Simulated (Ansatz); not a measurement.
Input, command and steps of an Ansatz relaxation.

```yaml
crystal:
  lattice:
    - [2.4640725787, 0.0, 0.0]
    - [0.0, 6.8603830623, 0.0]
    - [0.0, 0.0, 4.3678569063]
  atoms:
    - { symbol: B, position: [0.5, 0.0, 0.5000732535] }
    - { symbol: B, position: [0.5, 0.5, 7.32535e-05] }
    - { symbol: B, position: [0.0, 0.0, 7.32535e-05] }
    - { symbol: B, position: [0.0, 0.5, 0.5000732535] }
    - { symbol: "N", position: [0.5, 0.0, 0.1666267365] }
    - { symbol: "N", position: [0.5, 0.5, 0.6666267365] }
    - { symbol: "N", position: [0.0, 0.0, 0.6666267365] }
    - { symbol: "N", position: [0.0, 0.5, 0.1666267365] }
basis:
  ecutwfc: 500
kpoints:
  mp_grid: { grid: [10, 4, 6] }
hamiltonian:
  xc: r2scan
scf:
  occupations: { method: gaussian, width: 0.02 }
output:
  forces: true
  stress: true
  eigenvalues: true
relax:
  adjacent_minimum: "off"
  f_tol: 0.008
  max_steps: 40
  cell: { stress_tol: 0.015, fix: [a, b, gamma] }
```

```bash
ansatz run input.yaml --threads 1 --pin off --max-ram 1331MiB --backend cpu --events-out ev --progress --plain --runs-dir out
```

These are results of DFT r2SCAN, scalar-relativistic, plane waves, PAW (Ansatz), not measurements.

Of 7 frames 6 are shown, positions in Å and forces in eV/Å; the SCF threshold varies from step to step. Steps run on the plane waves of an earlier cell, with a Pulay correction in the pressure. The basis is chosen afresh for the last frame, the zero of the energies, and at times for earlier ones too; energy and pressure step there, also at an unchanged geometry.

```xyz
8
Lattice="2.4641 0.0000 0.0000 0.0000 6.8604 0.0000 0.0000 0.0000 4.3679" Properties=species:S:1:pos:R:3:forces:R:3 pbc="T T T" step=1 free_energy_over_end_meV_per_atom=1.34 pressure_GPa=2.49
B     1.2320    0.0000    2.1842    0.0000    0.0000   -0.2866
B     1.2320    3.4302    0.0003    0.0000    0.0000   -0.2866
B     0.0000    0.0000    0.0003    0.0000    0.0000   -0.2866
B     0.0000    3.4302    2.1842    0.0000    0.0000   -0.2866
N     1.2320    0.0000    0.7278    0.0000    0.0000    0.2865
N     1.2320    3.4302    2.9117    0.0000    0.0000    0.2865
N     0.0000    0.0000    2.9117    0.0000    0.0000    0.2865
N     0.0000    3.4302    0.7278    0.0000    0.0000    0.2865
8
Lattice="2.4641 0.0000 0.0000 0.0000 6.8604 0.0000 0.0000 0.0000 4.3512" Properties=species:S:1:pos:R:3:forces:R:3 pbc="T T T" step=2 free_energy_over_end_meV_per_atom=0.30 pressure_GPa=3.85
B     1.2320    0.0000    2.1752    0.0000    0.0000   -0.1923
B     1.2320    3.4302   -0.0004    0.0000    0.0000   -0.1923
B     0.0000    0.0000   -0.0004    0.0000    0.0000   -0.1923
B     0.0000    3.4302    2.1752    0.0000    0.0000   -0.1923
N     1.2320    0.0000    0.7257    0.0000    0.0000    0.1921
N     1.2320    3.4302    2.9014    0.0000    0.0000    0.1921
N     0.0000    0.0000    2.9014    0.0000    0.0000    0.1921
N     0.0000    3.4302    0.7257    0.0000    0.0000    0.1921
8
Lattice="2.4641 0.0000 0.0000 0.0000 6.8604 0.0000 0.0000 0.0000 4.3413" Properties=species:S:1:pos:R:3:forces:R:3 pbc="T T T" step=3 free_energy_over_end_meV_per_atom=0.00 pressure_GPa=4.67
B     1.2320    0.0000    2.1689    0.0000    0.0000   -0.0486
B     1.2320    3.4302   -0.0018    0.0000    0.0000   -0.0486
B     0.0000    0.0000   -0.0018    0.0000    0.0000   -0.0486
B     0.0000    3.4302    2.1689    0.0000    0.0000   -0.0486
N     1.2320    0.0000    0.7255    0.0000    0.0000    0.0483
N     1.2320    3.4302    2.8962    0.0000    0.0000    0.0483
N     0.0000    0.0000    2.8962    0.0000    0.0000    0.0483
N     0.0000    3.4302    0.7255    0.0000    0.0000    0.0483
8
Lattice="2.4641 0.0000 0.0000 0.0000 6.8604 0.0000 0.0000 0.0000 4.3429" Properties=species:S:1:pos:R:3:forces:R:3 pbc="T T T" step=4 free_energy_over_end_meV_per_atom=-0.02 pressure_GPa=4.52
B     1.2320    0.0000    2.1691    0.0000    0.0000   -0.0013
B     1.2320    3.4302   -0.0024    0.0000    0.0000   -0.0013
B     0.0000    0.0000   -0.0024    0.0000    0.0000   -0.0013
B     0.0000    3.4302    2.1691    0.0000    0.0000   -0.0013
N     1.2320    0.0000    0.7263    0.0000    0.0000    0.0012
N     1.2320    3.4302    2.8978    0.0000    0.0000    0.0012
N     0.0000    0.0000    2.8978    0.0000    0.0000    0.0012
N     0.0000    3.4302    0.7263    0.0000    0.0000    0.0012
8
Lattice="2.4641 0.0000 0.0000 0.0000 6.8604 0.0000 0.0000 0.0000 4.3429" Properties=species:S:1:pos:R:3:forces:R:3 pbc="T T T" step=5 free_energy_over_end_meV_per_atom=0.00 pressure_GPa=4.52
B     1.2320    0.0000    2.1691    0.0000    0.0000   -0.0014
B     1.2320    3.4302   -0.0024    0.0000    0.0000   -0.0014
B     0.0000    0.0000   -0.0024    0.0000    0.0000   -0.0014
B     0.0000    3.4302    2.1691    0.0000    0.0000   -0.0014
N     1.2320    0.0000    0.7263    0.0000    0.0000    0.0013
N     1.2320    3.4302    2.8978    0.0000    0.0000    0.0013
N     0.0000    0.0000    2.8978    0.0000    0.0000    0.0013
N     0.0000    3.4302    0.7263    0.0000    0.0000    0.0013
8
Lattice="2.4641 0.0000 0.0000 0.0000 6.8604 0.0000 0.0000 0.0000 4.3430" Properties=species:S:1:pos:R:3:forces:R:3 pbc="T T T" step=7 free_energy_over_end_meV_per_atom=0.00 pressure_GPa=4.51
B     1.2320    0.0000    2.1691    0.0000    0.0000    0.0000
B     1.2320    3.4302   -0.0024    0.0000    0.0000    0.0000
B     0.0000    0.0000   -0.0024    0.0000    0.0000    0.0000
B     0.0000    3.4302    2.1691    0.0000    0.0000    0.0000
N     1.2320    0.0000    0.7264    0.0000    0.0000    0.0000
N     1.2320    3.4302    2.8979    0.0000    0.0000    0.0000
N     0.0000    0.0000    2.8979    0.0000    0.0000    0.0000
N     0.0000    3.4302    0.7264    0.0000    0.0000    0.0000
```

The cell holds layers, and r2SCAN describes their binding at middle range but leaves out its long-range dispersion part.